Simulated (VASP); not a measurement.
# WS2 in VASP: a series of runs, part 2 of 2

VASP 6.6.1.

## 3. Work function, PBE

Input file INCAR:

```
PREC = Accurate
ENCUT = 520
EDIFF = 1E-6
ISMEAR = -1
SIGMA = 0.05
LREAL = False
LASPH = True
NELM = 60
ALGO = Normal
ISIF = 2
LWAVE = False
LCHARG = True
GGA = PE
LELF = True
LVHAR = True
LVACPOTAV = True
```

Input file KPOINTS:

```
regular mesh
0
Gamma
  10 10 1
```

Input file POSCAR:

```
WS2
1.0
    3.1530000000      0.0000000000      0.0000000000
   -1.5765000000      2.7305780981      0.0000000000
    0.0000000000      0.0000000000     33.4600000000
S W
6 3
Direct
    0.6666666667      0.3333333333      0.2689778840
    0.6666666667      0.3333333333      0.3628212791
    0.3333333333      0.6666666667      0.4530783025
    0.3333333333      0.6666666667      0.5469216975
    0.6666666667      0.3333333333      0.6371787209
    0.6666666667      0.3333333333      0.7310221160
    0.3333333333      0.6666666667      0.3158995816
    0.6666666667      0.3333333333      0.5000000000
    0.3333333333      0.6666666667      0.6841004184
```

Potentials or basis: VASP PAW PBE potentials, release 64 (S, W_sv).

Command:

```
$ cat potpaw_PBE.64/S/POTCAR potpaw_PBE.64/W_sv/POTCAR > POTCAR
$ mpirun -np 1 vasp_std > vasp.out
```

OUTCAR:

```text
PREC = Accurate
   ENCUT = 520
   EDIFF = 1E-6
   ISMEAR = -1
   LREAL = False
   LASPH = True
   NELM = 60
   ISIF = 2
   GGA = PE

 ion  position               nearest neighbor table
   1  0.667  0.333  0.269-   7 2.40   7 2.40   7 2.40
   2  0.667  0.333  0.363-   7 2.40   7 2.40   7 2.40
   3  0.333  0.667  0.453-   8 2.40   8 2.40   8 2.40
   4  0.333  0.667  0.547-   8 2.40   8 2.40   8 2.40
   5  0.667  0.333  0.637-   9 2.40   9 2.40   9 2.40
   6  0.667  0.333  0.731-   9 2.40   9 2.40   9 2.40
   7  0.333  0.667  0.316-   2 2.40   2 2.40   2 2.40   1 2.40   1 2.40   1 2.40
   8  0.667  0.333  0.500-   3 2.40   4 2.40   3 2.40   4 2.40   3 2.40   4 2.40
   9  0.333  0.667  0.684-   5 2.40   5 2.40   5 2.40   6 2.40   6 2.40   6 2.40

  LATTYP: Found a hexagonal cell.
 ALAT       =     3.1530000000
 C/A-ratio  =    10.6121154456

  Lattice vectors:

 A1 = (   3.1530000000,   0.0000000000,   0.0000000000)
 A2 = (  -1.5765000000,   2.7305780981,   0.0000000000)
 A3 = (   0.0000000000,   0.0000000000,  33.4600000000)

Analysis of symmetry for initial positions (statically):
=====================================================================
 Subroutine PRICEL returns:
 Original cell was already a primitive cell.

 Routine SETGRP: Setting up the symmetry group for a
 hexagonal supercell.

 Subroutine GETGRP returns: Found 12 space group operations
 (whereof 12 operations were pure point group operations)
 out of a pool of 24 trial point group operations.

The static configuration has the point symmetry D_3h.

Analysis of symmetry for dynamics (positions and initial velocities):
=====================================================================
 Subroutine PRICEL returns:
 Original cell was already a primitive cell.

 Routine SETGRP: Setting up the symmetry group for a
 hexagonal supercell.

 Subroutine GETGRP returns: Found 12 space group operations
 (whereof 12 operations were pure point group operations)
 out of a pool of 24 trial point group operations.
[... 130 lines left out ...]
   LHFCALC =     F    Hartree Fock is set to
   AEXX    =    0.0000 exact exchange contribution
   IVDW    =     0    specifies the selected vdW correction
   LEPSILON=     F    determine dielectric tensor
   LRPA    =     F    only Hartree local field effects (RPA)
 non-spin polarized calculation
  energy-cutoff  :      520.00
  volume of cell :      288.07
 maximum number of plane-waves:      7802
 NGX is ok and might be reduce to    24
   NGX = 11   NGY = 11   NGZ =125

 number of electron      77.9999993 magnetization

 Free energy of the ion-electron system (eV)
  ---------------------------------------------------
  ext. energy  EPLUGINS =         0.00000000
  ---------------------------------------------------
  free energy    TOTEN  =       -70.87827625 eV

  energy without entropy =      -70.87827603  energy(sigma->0) =      -70.87827614

 E-fermi :   2.3578     XC(G=0):  -6.4124

 val. band max:        1.7661745142   @ k =   0.0000   0.0000   0.0000
 cond. band min:       3.0685082895   @ k =   0.2000   0.2000   0.0000
 fundamental gap:      1.3023337752
 Fermi energy:         2.3577932008

 k-point     1 :       0.0000    0.0000    0.0000
  band No.  band energies     occupation
      1     -72.7168      2.00000
      2     -72.7143      2.00000
      3     -72.7143      2.00000
      4     -36.9775      2.00000
      5     -36.9748      2.00000
      6     -36.9748      2.00000
[... 675 lines left out ...]
     45       4.9938      0.00000
     46       5.0648      0.00000

------------------------ aborting loop because EDIFF is reached ----------------------------------------

  FORCE on cell =-STRESS in cart. coord.  units (eV):
  Direction    XX          YY          ZZ          XY          YZ          ZX
  --------------------------------------------------------------------------------------
  -------------------------------------------------------------------------------------
  Total        4.3198364      4.3198364      3.8293597      0.0000000      0.0000000      0.0000000
  in kB       24.0255520     24.0255520     21.2976772      0.0000000      0.0000000      0.0000000
  external PRESSURE =      23.1162604 kB  Pullay stress =       0.0000000 kB

 VOLUME and BASIS-vectors are now :
 -----------------------------------------------------------------------------
  energy-cutoff  :      520.00
  volume of cell :      288.07
      direct lattice vectors                 reciprocal lattice vectors
     3.153000000  0.000000000  0.000000000     0.317158262  0.183111408  0.000000000
    -1.576500000  2.730578098  0.000000000     0.000000000  0.366222816  0.000000000
     0.000000000  0.000000000 33.460000000     0.000000000  0.000000000  0.029886432

 POSITION                                       TOTAL-FORCE (eV/Angst)
 -----------------------------------------------------------------------------------
      1.57650      0.91019      9.00000        -0.000000     -0.000000     -0.272806
      1.57650      0.91019     12.14000        -0.000000     -0.000000      0.141493
     -0.00000      1.82039     15.16000        -0.000000      0.000000     -0.141204
     -0.00000      1.82039     18.30000        -0.000000      0.000000      0.141204
      1.57650      0.91019     21.32000         0.000000      0.000000     -0.141493
      1.57650      0.91019     24.46000         0.000000      0.000000      0.272806
     -0.00000      1.82039     10.57000         0.000000     -0.000000     -0.045023
      1.57650      0.91019     16.73000         0.000000     -0.000000      0.000000
     -0.00000      1.82039     22.89000         0.000000     -0.000000      0.045023
 -----------------------------------------------------------------------------------
    total drift:                               -0.000000      0.000000     -0.000000

  FREE ENERGIE OF THE ION-ELECTRON SYSTEM (eV)
  ---------------------------------------------------
  free  energy   TOTEN  =       -70.8782762453 eV

  energy  without entropy=      -70.8782760316  energy(sigma->0) =      -70.87827614
```

It took 3.1 min on 1 thread of Intel Xeon Platinum 8488C (Sapphire Rapids), shared host; peak memory 0.43 GiB.

Results:

```
Free energy            : -70.8783 eV
Largest force          : 0.273 eV/Å
Band gap on the k mesh : 1.30 eV, indirect (least direct gap 2.20 eV)
```

Forces on the atoms (eV/Å):
```
S    0.000  0.000 -0.273
S    0.000  0.000  0.141
S    0.000  0.000 -0.141
S    0.000  0.000  0.141
S    0.000  0.000 -0.141
S    0.000  0.000  0.273
W    0.000  0.000 -0.045
W    0.000  0.000  0.000
W    0.000  0.000  0.045
```

Caveat: spin-orbit coupling is left out, which moves the levels of the heavy elements. PBE gaps usually lie below the measured ones, often by a third to a half.

## 4. Work function, PBE, non-collinear spin, zero start, spin-orbit coupling

INCAR: that of step 3 with these lines changed.

```diff
@@ -12,4 +12,8 @@
 LCHARG = True
+MAGMOM = 0 0 0 0 0 0 0 0 0 0 0 0 0 0 0 0 0 0 0 0 0 0 0 0 0 0 0
+LORBIT = 11
+LSORBIT = True
+GGA_COMPAT = False
+LMAXMIX = 4
 GGA = PE
-LELF = True
 LVHAR = True
```

KPOINTS is that of step 3.

POSCAR is that of step 3.

Potentials or basis: VASP PAW PBE potentials, release 64 (S, W_sv).

Command:

```
$ cat potpaw_PBE.64/S/POTCAR potpaw_PBE.64/W_sv/POTCAR > POTCAR
$ mpirun -np 1 vasp_ncl > vasp.out
```

OUTCAR:

```text
PREC = Accurate
   ENCUT = 520
   EDIFF = 1E-6
   ISMEAR = -1
   LREAL = False
   LASPH = True
   NELM = 60
   ISIF = 2
   LORBIT = 11
   LSORBIT = True
   GGA = PE

 ion  position               nearest neighbor table
   1  0.667  0.333  0.269-   7 2.40   7 2.40   7 2.40
   2  0.667  0.333  0.363-   7 2.40   7 2.40   7 2.40
   3  0.333  0.667  0.453-   8 2.40   8 2.40   8 2.40
   4  0.333  0.667  0.547-   8 2.40   8 2.40   8 2.40
   5  0.667  0.333  0.637-   9 2.40   9 2.40   9 2.40
   6  0.667  0.333  0.731-   9 2.40   9 2.40   9 2.40
   7  0.333  0.667  0.316-   2 2.40   2 2.40   2 2.40   1 2.40   1 2.40   1 2.40
   8  0.667  0.333  0.500-   3 2.40   4 2.40   3 2.40   4 2.40   3 2.40   4 2.40
   9  0.333  0.667  0.684-   5 2.40   5 2.40   5 2.40   6 2.40   6 2.40   6 2.40

  LATTYP: Found a hexagonal cell.
 ALAT       =     3.1530000000
 C/A-ratio  =    10.6121154456

  Lattice vectors:

 A1 = (   3.1530000000,   0.0000000000,   0.0000000000)
 A2 = (  -1.5765000000,   2.7305780981,   0.0000000000)
 A3 = (   0.0000000000,   0.0000000000,  33.4600000000)

Analysis of symmetry for initial positions (statically):
[... 2468 lines left out ...]
     0.0000000     0.0000000     0.0000000     0.0000000     0.0000000     0.0000000     0.0000000
     0.0000000     0.0000000     0.0000000     0.0000000     0.0000000     0.0000000     0.0000000
     0.0000000     0.0000000     0.0000000     0.0000000     0.0000000     0.0000000     0.0000000
     0.0000000     0.0000000     0.0000000     0.0000000     0.0000000     0.0000000     0.0000000
     0.0000000     0.0000000     0.0000000     0.0000000     0.0000000     0.0000000     0.0000000
     0.0000000     0.0000000     0.0000000     0.0000000     0.0000000     0.0000000     0.0000000
     0.0000000     0.0000000     0.0000000     0.0000000     0.0000000     0.0000000     0.0000000

 total charge

# of ion       s       p       d       tot
------------------------------------------
    1        1.359   2.369   0.000   3.728
    2        1.360   2.368   0.000   3.728
    3        1.360   2.368   0.000   3.728
    4        1.360   2.368   0.000   3.728
    5        1.360   2.368   0.000   3.728
    6        1.359   2.369   0.000   3.728
    7        2.322   6.339   3.400  12.061
    8        2.322   6.338   3.401  12.062
    9        2.322   6.339   3.400  12.061
--------------------------------------------------
tot         15.125  33.225  10.201  58.551

 magnetization (x)

# of ion       s       p       d       tot
------------------------------------------
    1        0.000  -0.000   0.000  -0.000
    2        0.000   0.000   0.000   0.000
    3        0.000  -0.000   0.000  -0.000
    4        0.000   0.000   0.000   0.000
    5        0.000  -0.000   0.000  -0.000
    6       -0.000   0.000   0.000   0.000
    7       -0.000  -0.000   0.000  -0.000
    8       -0.000   0.000   0.000   0.000
    9        0.000   0.000  -0.000  -0.000
--------------------------------------------------
tot          0.000   0.000  -0.000   0.000

 magnetization (y)

# of ion       s       p       d       tot
------------------------------------------
    1       -0.000   0.000   0.000   0.000
    2        0.000   0.000   0.000   0.000
    3        0.000   0.000   0.000   0.000
    4        0.000   0.000   0.000   0.000
    5        0.000   0.000   0.000   0.000
    6        0.000   0.000   0.000   0.000
    7        0.000   0.000  -0.000  -0.000
    8        0.000   0.000  -0.000  -0.000
    9        0.000   0.000   0.000   0.000
--------------------------------------------------
tot         -0.000   0.000  -0.000   0.000

 magnetization (z)

# of ion       s       p       d       tot
------------------------------------------
    1        0.000  -0.000   0.000  -0.000
    2       -0.000  -0.000   0.000  -0.000
    3       -0.000   0.000   0.000  -0.000
    4       -0.000   0.000   0.000  -0.000
    5        0.000  -0.000   0.000  -0.000
    6       -0.000   0.000   0.000   0.000
    7        0.000   0.000   0.000   0.000
    8        0.000   0.000   0.000   0.000
    9       -0.000   0.000   0.000   0.000
--------------------------------------------------
tot          0.000   0.000   0.000   0.000
```

stdout:

```text
POSCAR found type information on POSCAR S W
 POSCAR found :  2 types and       9 ions
 scaLAPACK will be used
 LDA part: xc-table for (Slater+PW92), standard interpolation
 POSCAR, INCAR and KPOINTS ok, starting setup
 FFT: planning ... GRIDC
 FFT: planning ... GRID_SOFT
 FFT: planning ... GRID
 WAVECAR not read
 entering main loop
```

Wall time 32 min (1 thread of Intel Xeon Platinum 8488C (Sapphire Rapids), shared host); peak memory 1.4 GiB.

What came out:

```yaml
Free_energy: -73.1483 eV
Largest_force: 0.297 eV/Å
Net_moment: 0.00 μB per cell
Valence_electrons_inside_the_program's_atomic_spheres: S 3.73; W 12.06
```

Forces on the atoms (eV/Å):
```
S    0.000  0.000 -0.297
S    0.000  0.000  0.168
S    0.000  0.000 -0.167
S    0.000  0.000  0.167
S    0.000  0.000 -0.168
S    0.000  0.000  0.297
W    0.000  0.000 -0.045
W    0.000  0.000  0.000
W    0.000  0.000  0.045
```

Moments on the atoms (μB; x, y, z):
```
S   0.00 0.00 0.00
S   0.00 0.00 0.00
S   0.00 0.00 0.00
S   0.00 0.00 0.00
S   0.00 0.00 0.00
S   0.00 0.00 0.00
W   0.00 0.00 0.00
W   0.00 0.00 0.00
W   0.00 0.00 0.00
```

## 5. The runs side by side

| level | potentials or basis | spin | gap on the mesh (eV) | largest force (eV/Å) |
| --- | --- | --- | --- | --- |
| LDA | VASP PAW LDA potentials, release 64 (S, W_sv) | off | 1.22 | 0.35 |
| PBE | VASP PAW PBE potentials, release 64 (S, W_sv) | off | 1.30 | 0.27 |
| PBE | VASP PAW PBE potentials, release 64 (S, W_sv) | non-collinear, zero start, SOC | - | 0.30 |

Alike in all rows: task work function; cell as given; k mesh 10 × 10 × 1; cutoff (eV) 520; smearing fermi-dirac 0.05 eV.

Caveats: spin-orbit coupling is left out, which moves the levels of the heavy elements (some runs).

Absolute energies hang on the potentials; compare differences alone.
